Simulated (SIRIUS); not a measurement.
**C: changing the functional**

```
C
1.0
     4.25517    0.00000    0.00000
     0.00000    4.25517    0.00000
     0.00000    0.00000    1.28229
C
1
Direct
  0.50000 0.50000 0.50000
```

Kept alike: task single point; k mesh 6 × 6 × 20; occupations fermi-dirac, width 0.05 eV; no spin polarisation. Program: SIRIUS, PseudoDojo 0.4.1 PBE standard (scalar relativistic), cutoff 1127 eV. The mesh is that of the run's cell of 1 atom. No spin-orbit coupling.

```csv
functional,pressure (GPa)
AM05,-0.01
BLYP,1.18
HCTH407,-2.73
LDA,-0.29
PBE,-0.01
PBEint,-0.09
PBEsol,-0.17
PW91,-0.02
RPBE,0.22
revPBE,0.23
```

Pressure is positive in compression; the values hold the error of the finite cutoff, so their zero can differ a little from the energy's minimum. For a metal such a mesh leaves the last digits unconverged. A pressure under LDA's (HCTH407) is unusual; the cause wasn't traced. All rows use potentials made for PBE.

The pressure runs from -2.73 (HCTH407) to 1.18 GPa (BLYP). From PBE: AM05 +0.00; BLYP +1.19; HCTH407 -2.72; LDA -0.28; PBEint -0.08; PBEsol -0.16; PW91 -0.01; RPBE +0.23; revPBE +0.24. A positive pressure means that the functional's own cell is larger than the one given, a negative one that it is smaller.
